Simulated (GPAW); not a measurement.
# CuO (P4/mmm) in GPAW: further runs

The runs below take CuO through relaxation of cell and atoms, with LDA, BLYP.

All numbers are computed with GPAW 26.7.0; they aren't measurements. Logs are shortened: lines on timing, memory, paths and dates and some standing lists are left out, and cuts for length are marked. The log counts tension as positive stress, the text compression.

## (1) The structure

Symmetry: P4/mmm, No. 123, tetragonal system. Conventional cell: a = 4.161 Å, b = 4.161 Å, c = 3.888 Å, α = 90.00°, β = 90.00°, γ = 90.00°. Cu (site symmetry mmm) has 4 O at 1.94 to 2.08 Å as nearest neighbours. Cu (site symmetry 4/mmm) has 6 O at 1.94 to 2.08 Å as nearest neighbours. O (site symmetry 4/mmm) is surrounded by 6 Cu at 1.94 to 2.08 Å. O (site symmetry mmm) has 4 Cu at 1.94 to 2.08 Å as nearest neighbours.

Measurements of this composition are mostly on another form, of space group No. 15.

## (2) Relaxation of cell and atoms, LDA, target pressure -2 GPa, at which the enthalpy is minimised

Contents of run.py:

```python
from ase.filters import FrechetCellFilter
from ase.io import read, write
from ase.optimize import BFGS
from ase.units import GPa
from gpaw import GPAW, PW

atoms = read('POSCAR')

calc = GPAW(mode=PW(800),
            xc='LDA',
            kpts={'size': (4, 4, 4), 'gamma': True},
            occupations={'name': 'fermi-dirac', 'width': 0.05},
            nbands=47,
            convergence={'density': 1e-06, 'energy': 1e-06, 'eigenstates': 1e-10},
            maxiter=150,
            txt='gpaw.txt')
atoms.calc = calc
opt = BFGS(FrechetCellFilter(atoms, scalar_pressure=-2 * GPa), trajectory='relax.traj', logfile='-')
done = opt.run(fmax=0.05, steps=40)
calc.write('gs.gpw')
write('result.traj', atoms)
print('Converged:', done)
print('Cell:', atoms.cell.cellpar().round(4))
print('Volume:', round(atoms.get_volume(), 4))
print(atoms.get_scaled_positions().round(5))
```

Contents of POSCAR:

```
CuO
1.0
    4.1609370000      0.0000000000      0.0000000000
    0.0000000000      4.1609370000      0.0000000000
    0.0000000000      0.0000000000      3.8876430000
Cu O
3 3
Direct
    0.5000000000      0.0000000000      0.5000000000
    0.0000000000      0.5000000000      0.5000000000
    0.0000000000      0.0000000000      0.0000000000
    0.0000000000      0.0000000000      0.5000000000
    0.5000000000      0.0000000000      0.0000000000
    0.0000000000      0.5000000000      0.0000000000
```

Potentials or basis: the program's PAW data sets (release 1.2.1) made for this functional, pw.

Run with:

```
$ OMP_NUM_THREADS=1 python run.py
```

gpaw.txt:

```text
__  _  _
 | _ |_)|_||  |
 |__||  | ||/\| - 26.7.0

Input parameters:
  mode=PW(ecut=800.0),
  convergence={'density': 1e-06, 'energy': 1e-06, 'eigenstates': 1e-10},
  kpts=MonkhorstPack(size=(4, 4, 4), gamma=True),
  maxiter=150,
  nbands=47,
  occupations=Occupations(name='fermi-dirac', width=0.05),
  xc=XC(name='LDA')

Diagonalizing LCAO Hamiltonian
Converting LCAO to pw mode
    .---------.
   /|         |
  / |         |
 *  |         |
 | Cu         |
 O  .-Cu------.
 | O         /
 |/         /
 Cu---O----*

Atoms  # Å, Bohr magnetons
|   | symbol |        x |        y |        z |    initial magnetic moments |
|---|--------|----------|----------|----------|-----------------------------|
| 0 |     Cu | 2.080468 | 0.000000 | 1.943822 | ( 0.0000,  0.0000,  0.0000) |
| 1 |     Cu | 0.000000 | 2.080468 | 1.943822 | ( 0.0000,  0.0000,  0.0000) |
| 2 |     Cu | 0.000000 | 0.000000 | 0.000000 | ( 0.0000,  0.0000,  0.0000) |
| 3 |      O | 0.000000 | 0.000000 | 1.943822 | ( 0.0000,  0.0000,  0.0000) |
| 4 |      O | 2.080468 | 0.000000 | 0.000000 | ( 0.0000,  0.0000,  0.0000) |
| 5 |      O | 0.000000 | 2.080468 | 0.000000 | ( 0.0000,  0.0000,  0.0000) |

Unit cell  # Å
| periodic |        x |        y |        z |  lengths |    angles |
|----------|----------|----------|----------|----------|-----------|
|      yes | 4.160937 | 0.000000 | 0.000000 | 4.160937 | 90.000000 |
|      yes | 0.000000 | 4.160937 | 0.000000 | 4.160937 | 90.000000 |
|      yes | 0.000000 | 0.000000 | 3.887643 | 3.887643 | 90.000000 |

Number of symmetries: 16
Symmetry operations  # r_c * U_cc + t_c -> r_c
|    | kind |            matrix            |
|----|------|------------------------------|
|  0 |  E   |  1, 0, 0,  0, 1, 0,  0, 0, 1 |
|  1 |  σ   |  1, 0, 0,  0, 1, 0,  0, 0,-1 |
|  2 |  σ   |  1, 0, 0,  0,-1, 0,  0, 0, 1 |
|  3 |  C2  |  1, 0, 0,  0,-1, 0,  0, 0,-1 |
|  4 |  σ   |  0, 1, 0,  1, 0, 0,  0, 0, 1 |
|  5 |  C2  |  0, 1, 0,  1, 0, 0,  0, 0,-1 |
|  6 |  C4  |  0, 1, 0, -1, 0, 0,  0, 0, 1 |
|  7 |  S4  |  0, 1, 0, -1, 0, 0,  0, 0,-1 |
|  8 |  C4  |  0,-1, 0,  1, 0, 0,  0, 0, 1 |
[... 211 lines left out ...]
Forces  # eV/Ang
|        x |        y |       z |
|----------|----------|---------|
| -0.00000 |  0.00000 | 0.00000 |  # Cu   0
|  0.00000 |  0.00000 | 0.00000 |  # Cu   1
|  0.00000 |  0.00000 | 0.00000 |  # Cu   2
| -0.00000 | -0.00000 | 0.00000 |  # O    3
|  0.00000 |  0.00000 | 0.00000 |  # O    4
| -0.00000 |  0.00000 | 0.00000 |  # O    5

Interpolating wave functions to new cell
    .---------.
   /|         |
  / |         |
[... 760 lines left out ...]
| 0.00000 | 0.00000 | 0.00000 |  # Cu   2
| 0.00000 | 0.00000 | 0.00000 |  # O    3
| 0.00000 | 0.00000 | 0.00000 |  # O    4
| 0.00000 | 0.00000 | 0.00000 |  # O    5
[... 8 lines left out ...]
Atoms  # Å, Bohr magnetons
|   | symbol |         x |         y |         z |    initial magnetic moments |
|---|--------|-----------|-----------|-----------|-----------------------------|
| 0 |     Cu |  2.055542 | -0.000000 |  1.902987 | ( 0.0000,  0.0000,  0.0000) |
| 1 |     Cu | -0.000000 |  2.055542 |  1.902987 | ( 0.0000,  0.0000,  0.0000) |
| 2 |     Cu |  0.000000 | -0.000000 | -0.000000 | ( 0.0000,  0.0000,  0.0000) |
| 3 |      O |  0.000000 | -0.000000 |  1.902987 | ( 0.0000,  0.0000,  0.0000) |
| 4 |      O |  2.055542 |  0.000000 | -0.000000 | ( 0.0000,  0.0000,  0.0000) |
| 5 |      O |  0.000000 |  2.055542 | -0.000000 | ( 0.0000,  0.0000,  0.0000) |

Unit cell  # Å
| periodic |         x |         y |         z |  lengths |    angles |
|----------|-----------|-----------|-----------|----------|-----------|
|      yes |  4.111085 |  0.000000 | -0.000000 | 4.111085 | 90.000000 |
|      yes |  0.000000 |  4.111085 | -0.000000 | 4.111085 | 90.000000 |
|      yes | -0.000000 | -0.000000 |  3.805974 | 3.805974 | 90.000000 |

Number of symmetries: 16
Symmetry operations  # r_c * U_cc + t_c -> r_c
|    | kind |            matrix            |
|----|------|------------------------------|
|  0 |  E   |  1, 0, 0,  0, 1, 0,  0, 0, 1 |
|  1 |  σ   |  1, 0, 0,  0, 1, 0,  0, 0,-1 |
|  2 |  σ   |  1, 0, 0,  0,-1, 0,  0, 0, 1 |
|  3 |  C2  |  1, 0, 0,  0,-1, 0,  0, 0,-1 |
|  4 |  σ   |  0, 1, 0,  1, 0, 0,  0, 0, 1 |
|  5 |  C2  |  0, 1, 0,  1, 0, 0,  0, 0,-1 |
|  6 |  C4  |  0, 1, 0, -1, 0, 0,  0, 0, 1 |
|  7 |  S4  |  0, 1, 0, -1, 0, 0,  0, 0,-1 |
|  8 |  C4  |  0,-1, 0,  1, 0, 0,  0, 0, 1 |
[... 199 lines left out ...]
Stress tensor  # eV/Ang^3
|        x |        y |        z |
|----------|----------|----------|
| 0.017546 | 0.000000 | 0.000000 |
| 0.000000 | 0.017546 | 0.000000 |
| 0.000000 | 0.000000 | 0.007971 |

Forces  # eV/Ang
|        x |       y |       z |
|----------|---------|---------|
|  0.00000 | 0.00000 | 0.00000 |  # Cu   0
| -0.00000 | 0.00000 | 0.00000 |  # Cu   1
|  0.00000 | 0.00000 | 0.00000 |  # Cu   2
|  0.00000 | 0.00000 | 0.00000 |  # O    3
|  0.00000 | 0.00000 | 0.00000 |  # O    4
|  0.00000 | 0.00000 | 0.00000 |  # O    5

Interpolating wave functions to new cell

         Cu
       O    Cu
         O
       Cu   O

Atoms  # Å, Bohr magnetons
|   | symbol |         x |        y |         z |    initial magnetic moments |
|---|--------|-----------|----------|-----------|-----------------------------|
| 0 |     Cu |  2.040417 | 0.000000 |  1.916386 | ( 0.0000,  0.0000,  0.0000) |
| 1 |     Cu | -0.000000 | 2.040417 |  1.916386 | ( 0.0000,  0.0000,  0.0000) |
| 2 |     Cu |  0.000000 | 0.000000 | -0.000000 | ( 0.0000,  0.0000,  0.0000) |
| 3 |      O |  0.000000 | 0.000000 |  1.916386 | ( 0.0000,  0.0000,  0.0000) |
| 4 |      O |  2.040417 | 0.000000 | -0.000000 | ( 0.0000,  0.0000,  0.0000) |
| 5 |      O |  0.000000 | 2.040417 |  0.000000 | ( 0.0000,  0.0000,  0.0000) |

Unit cell  # Å
| periodic |        x |        y |         z |  lengths |    angles |
|----------|----------|----------|-----------|----------|-----------|
|      yes | 4.080833 | 0.000000 | -0.000000 | 4.080833 | 90.000000 |
|      yes | 0.000000 | 4.080833 |  0.000000 | 4.080833 | 90.000000 |
|      yes | 0.000000 | 0.000000 |  3.832771 | 3.832771 | 90.000000 |

Number of symmetries: 16
Symmetry operations  # r_c * U_cc + t_c -> r_c
|    | kind |            matrix            |
|----|------|------------------------------|
|  0 |  E   |  1, 0, 0,  0, 1, 0,  0, 0, 1 |
|  1 |  σ   |  1, 0, 0,  0, 1, 0,  0, 0,-1 |
|  2 |  σ   |  1, 0, 0,  0,-1, 0,  0, 0, 1 |
|  3 |  C2  |  1, 0, 0,  0,-1, 0,  0, 0,-1 |
|  4 |  σ   |  0, 1, 0,  1, 0, 0,  0, 0, 1 |
|  5 |  C2  |  0, 1, 0,  1, 0, 0,  0, 0,-1 |
|  6 |  C4  |  0, 1, 0, -1, 0, 0,  0, 0, 1 |
|  7 |  S4  |  0, 1, 0, -1, 0, 0,  0, 0,-1 |
|  8 |  C4  |  0,-1, 0,  1, 0, 0,  0, 0, 1 |
[... 198 lines left out ...]
No gap
No difference between direct/indirect transitions

Stress tensor  # eV/Ang^3
|        x |         y |         z |
|----------|-----------|-----------|
| 0.013773 |  0.000000 |  0.000000 |
| 0.000000 |  0.013773 | -0.000000 |
| 0.000000 | -0.000000 |  0.013933 |

Forces  # eV/Ang
|        x |        y |       z |
|----------|----------|---------|
|  0.00000 |  0.00000 | 0.00000 |  # Cu   0
|  0.00000 | -0.00000 | 0.00000 |  # Cu   1
| -0.00000 |  0.00000 | 0.00000 |  # Cu   2
|  0.00000 |  0.00000 | 0.00000 |  # O    3
|  0.00000 |  0.00000 | 0.00000 |  # O    4
| -0.00000 |  0.00000 | 0.00000 |  # O    5

# Writing to gs.gpw (mode='')
```

It took 7.5 min on 1 thread of AMD EPYC 7R43 (Zen 3), shared host; peak memory 0.29 GiB.

What came out:

```
Free energy                                            : -33.6803 eV
Relaxed volume                                         : 10.64 Å³/atom
Relaxed cell                                           : a = 4.081 Å, b = 4.081 Å, c = 3.833 Å, α = 90.00°, β = 90.00°, γ = 90.00°
Space group after relaxing (to 0.05 Å)                 : P4/mmm (No. 123)
Energy change on relaxing (the enthalpy is what falls) : -19.8 meV/atom
Ionic steps                                            : 6
Pressure after relaxing                                : -2.2 GPa
Band gap on the k mesh                                 : none (metal or under the smearing width)
```

The path:
```csv
step,energy change (eV),largest force (eV/Å),pressure (GPa),volume (Å³)
1,0.0000,0.0000,-9.99,67.31
2,-0.0164,0.0000,-9.38,67.04
3,-0.1114,0.0000,-1.54,64.09
4,-0.1101,0.0000,-2.29,64.33
5,-0.1104,0.0000,-2.30,64.32
6,-0.1190,0.0000,-2.22,63.83
```

Final structure:
```cif
data_structure
_symmetry_space_group_name_H-M 'P 1'
_symmetry_Int_Tables_number 1
_cell_length_a 4.0808
_cell_length_b 4.0808
_cell_length_c 3.8328
_cell_angle_alpha 90.000
_cell_angle_beta 90.000
_cell_angle_gamma 90.000
_cell_volume 63.83
loop_
_atom_site_label
_atom_site_type_symbol
_atom_site_fract_x
_atom_site_fract_y
_atom_site_fract_z
_atom_site_occupancy
Cu1 Cu 0.50000 0.00000 0.50000 1
Cu2 Cu 0.00000 0.50000 0.50000 1
Cu3 Cu 0.00000 0.00000 0.00000 1
O1 O 0.00000 0.00000 0.50000 1
O2 O 0.50000 0.00000 0.00000 1
O3 O 0.00000 0.50000 0.00000 1
```

Caveat: the k mesh is coarse (spacing up to 0.40 Å⁻¹), so the values aren't converged; with this Cu data set, volumes or pressures lay over 1.5 % or 2 GPa off other programs in two to four cells of ten; later steps reuse the first step's grids; an odd number of electrons without spin polarisation forces a metal; a magnetic or distorted state may lie lower; the run has no spin polarisation, though such a crystal can be magnetic; semilocal functionals often make such compounds metallic where correlation or magnetic order opens a gap, which also shifts bond lengths. With open d or f shells a metallic result of LDA can be an artefact of self-interaction; +U or a hybrid may open a gap.

(Continued in part 2 of 2.)
